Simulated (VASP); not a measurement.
# Ru (P6_3/mmc) in VASP: notebook, part 3 of 3

VASP 6.6.1. Earlier steps stand in the parts before.

## Step 7: Phonons, r2SCAN

This run uses another cell than the first one, of 13.55 Å³/atom, 1.018 times its volume.

Contents of POSCAR:

```
Ru
1.0
    2.7048192453      0.0000000000      0.0000000000
   -1.3524096226      2.3424421791      0.0000000000
    0.0000000000      0.0000000000      4.2771551479
  Ru
     2
Direct
     0.3333333332999970    0.6666666667000030    0.2500000000000000
     0.6666666667000030    0.3333333332999970    0.7500000000000000
```

Contents of INCAR.step1:

```
SYSTEM = Ru
PREC     = Accurate       ! precision mode
ENCUT    = 600            ! plane-wave cutoff, eV
EDIFF    = 1E-8           ! SCF threshold, eV
ISMEAR   = 1              ! smearing method
SIGMA    = 0.1            ! smearing width, eV
LREAL    = .FALSE.        ! projectors in reciprocal space
LASPH    = .TRUE.         ! aspherical terms in the spheres
NELM     = 80             ! most SCF steps
ALGO     = Normal         ! electronic algorithm
ISIF     = 3              ! what is computed and relaxed
LWAVE    = .FALSE.        ! write WAVECAR
LCHARG   = .FALSE.        ! write CHGCAR
METAGGA  = R2SCAN         ! meta-GGA
LMIXTAU  = .TRUE.       
IBRION   = 2              ! ionic algorithm
NSW      = 40             ! ionic steps
EDIFFG   = -0.002         ! ionic threshold
```

Contents of INCAR.step2:

```
SYSTEM = Ru
PREC     = Accurate       ! precision mode
ENCUT    = 600            ! plane-wave cutoff, eV
EDIFF    = 1E-8           ! SCF threshold, eV
ISMEAR   = 1              ! smearing method
SIGMA    = 0.1            ! smearing width, eV
LREAL    = .FALSE.        ! projectors in reciprocal space
LASPH    = .TRUE.         ! aspherical terms in the spheres
NELM     = 80             ! most SCF steps
ALGO     = Normal         ! electronic algorithm
ISIF     = 2              ! what is computed and relaxed
LWAVE    = .FALSE.        ! write WAVECAR
LCHARG   = .FALSE.        ! write CHGCAR
METAGGA  = R2SCAN         ! meta-GGA
LMIXTAU  = .TRUE.       
IBRION   = 6              ! ionic algorithm
NFREE    = 2            
POTIM    = 0.015          ! step
NSW      = 1              ! ionic steps
```

Contents of KPOINTS:

```
regular mesh
0
G
  15 15 9
  0 0 0
```

Potentials or basis: VASP PAW PBE potentials, release 64 (Ru_pv).

Launch:

```
$ cat potpaw_PBE.64/Ru_pv/POTCAR > POTCAR
$ cp INCAR.step1 INCAR
$ mpirun -np 1 vasp_std > vasp.out
$ cp CONTCAR POSCAR
$ cp INCAR.step2 INCAR
$ mpirun -np 1 vasp_std > vasp.out
```

OUTCAR:

```text
SYSTEM = Ru
   PREC = Accurate
   ENCUT = 600
   EDIFF = 1E-8
   ISMEAR = 1
   LREAL = .FALSE.
   LASPH = .TRUE.
   NELM = 80
   ISIF = 2
   METAGGA = R2SCAN
   IBRION = 6
   NFREE = 2
   POTIM = 0.015
   NSW = 1

 ion  position               nearest neighbor table
   1  0.333  0.667  0.250-   2 2.65   2 2.65   2 2.65   2 2.65   2 2.65   2 2.65
   2  0.667  0.333  0.750-   1 2.65   1 2.65   1 2.65   1 2.65   1 2.65   1 2.65
[... 899 lines left out ...]

 INTERNAL STRAIN TENSOR FOR ION    2 for displacements in x,y,z  (eV/Angst):
          X           Y           Z          XY          YZ          ZX
  --------------------------------------------------------------------------------
  x     0.00000    -0.00000     0.00000     2.91634     0.00000     0.00000
  y     2.91634    -2.91634    -0.00000    -0.00000     0.00000     0.00000
  z    -0.00000    -0.00000     0.00000    -0.00000     0.00000    -0.00000

 Eigenvectors and eigenvalues of the dynamical matrix
 ----------------------------------------------------

   1 f  =    8.020022 THz    50.391286 2PiTHz  267.519148 cm-1    33.168132 meV
             X         Y         Z           dx          dy          dz
     -0.000000  1.561602  1.069220     0.000000    0.000000   -0.707107
      1.352387  0.780801  3.207660    -0.000000    0.000000    0.707107
[... 16 lines left out ...]
   5 f  =    0.000000 THz     0.000000 2PiTHz    0.000000 cm-1     0.000000 meV
             X         Y         Z           dx          dy          dz
     -0.000000  1.561602  1.069220    -0.000000   -0.000000    0.707107
      1.352387  0.780801  3.207660     0.000000    0.000000    0.707107

   6 f/i=    0.000000 THz     0.000000 2PiTHz    0.000000 cm-1     0.000000 meV
             X         Y         Z           dx          dy          dz
     -0.000000  1.561602  1.069220    -0.207268    0.676047    0.000000
      1.352387  0.780801  3.207660    -0.207268    0.676047    0.000000

 ELASTIC MODULI CONTR FROM IONIC RELAXATION (kBar)
 Direction    XX          YY          ZZ          XY          YZ          ZX
 --------------------------------------------------------------------------------
 XX         -69.1410     69.1410      0.0000     -0.0000      0.0000     -0.0000
 YY          69.1410    -69.1410     -0.0000     -0.0000      0.0000      0.0000
 ZZ           0.0000     -0.0000     -0.0000     -0.0000      0.0000      0.0000
 XY          -0.0000     -0.0000     -0.0000    -69.1410      0.0000     -0.0000
 YZ           0.0000      0.0000      0.0000      0.0000      0.0000      0.0000
 ZX          -0.0000      0.0000      0.0000     -0.0000      0.0000     -0.0000
 --------------------------------------------------------------------------------
```

OSZICAR.step1:

```text
N       E                     dE             d eps       ncg     rms          rms(c)
DAV:   1     0.277747348489E+03    0.27775E+03   -0.19976E+04  4860   0.198E+03
DAV:   2    -0.535401315287E+02   -0.33129E+03   -0.32511E+03  5088   0.538E+02
DAV:   3    -0.613921716165E+02   -0.78520E+01   -0.76232E+01  5130   0.878E+01
[... 53 lines left out ...]
DAV:   2    -0.508584194356E+02    0.93422E-06   -0.26977E-06  4920   0.176E-02    0.155E-03
DAV:   3    -0.508584193782E+02    0.57450E-07   -0.16100E-07  5010   0.416E-03    0.698E-04
DAV:   4    -0.508584192983E+02    0.79857E-07   -0.35790E-08  4710   0.180E-03    0.304E-04
DAV:   5    -0.508584192828E+02    0.15476E-07   -0.15270E-08  2842   0.140E-03    0.101E-04
DAV:   6    -0.508584192734E+02    0.94542E-08   -0.49408E-09  2518   0.669E-04
   4 F= -.50858419E+02 E0= -.50857906E+02  d E =-.525530E-06
```

Run time: 23 min. Hardware: 1 thread of Intel Xeon 6975P-C (Granite Rapids), shared host; peak memory 0.56 GiB.

Results:

```
Highest phonon frequency at Γ : 268 cm⁻¹
```

Phonon frequencies in cm⁻¹ (negative: imaginary):
```tsv
q point	frequencies
(0.000, 0.000, 0.000)	0 0 0 198 198 268
```

Caveat: the PAW data sets were made with another functional, which shifts forces and pressure a little.

## Step 8: Summary

| task | level | potentials or basis | spin | cell | cutoff (eV) | k mesh for the DOS | occupations for the DOS | by perturbation theory | pressure (GPa) |
| --- | --- | --- | --- | --- | --- | --- | --- | --- | --- |
| band structure | PBE | VASP PAW PBE potentials, release 64 (Ru_pv) | off | P6_3/mmc, 13.31 Å³/atom | 520 | - | - | - | 11.2 |
| band structure | LDA | VASP PAW LDA potentials, release 64 (Ru_pv) | off | P6_3/mmc, 13.31 Å³/atom | 520 | - | - | - | -5.3 |
| band structure | r2SCAN | VASP PAW PBE potentials, release 64 (Ru_pv) | off | P6_3/mmc, 13.31 Å³/atom | 520 | - | - | - | 6.2 |
| band structure | PBE | VASP PAW PBE potentials, release 64 (Ru_pv) | SOC, no magnetisation | P6_3/mmc, 13.31 Å³/atom | 520 | - | - | - | 11.4 |
| density of states | PBE | VASP PAW PBE potentials, release 64 (Ru_pv) | off | P6_3/mmc, 13.31 Å³/atom | 520 | 23 × 23 × 14 | tetrahedron | - | - |
| phonons | r2SCAN | VASP PAW PBE potentials, release 64 (Ru_pv) | off | P6_3/mmc, 13.55 Å³/atom | 600 | - | - | no | - |

Alike in all rows: k mesh 15 × 15 × 9; smearing methfessel-paxton 0.1 eV.

Caveats: the PAW data sets were made with another functional, which shifts forces and pressure a little (some runs).

Total energies depend on the potentials used, so only differences within one code and one set of settings carry meaning.
